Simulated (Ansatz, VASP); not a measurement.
Re: VASP beside Ansatz

```
Re
1.0
     0.00000    1.95306    1.95306
     1.95306    0.00000    1.95306
     1.95306    1.95306    0.00000
Re
1
Direct
  0.00000 0.00000 0.00000
```

Alike in both runs: task single point; functional PBE; k mesh 18 × 18 × 18; occupations gaussian, width 0.1 eV; no spin polarisation.

|  | VASP | Ansatz |
| --- | --- | --- |
| version | VASP 6.6.1 | Ansatz 0.2.0 |
| potentials or method | VASP PAW PBE potentials, release 64 (Re) | scalar-relativistic, plane waves, PAW |
| plane-wave cutoff (eV) | 520 | 420 |
| valence electrons in the cell | 7 | 15 |

Ansatz gave:

| Item | Value |
| --- | --- |
| gap on the k mesh at the Fermi level (eV) | none |
| pressure (GPa) | 2.6 |

Task: Which values does VASP return?

Result: gap on the k mesh at the Fermi level (eV): none; pressure (GPa): 2.1.

A gap of «none» marks a metal or a gap that the smearing closes. The two sets of potentials don't hold the same shells in valence.

Spin-orbit coupling is left out, which matters for the levels of Re.
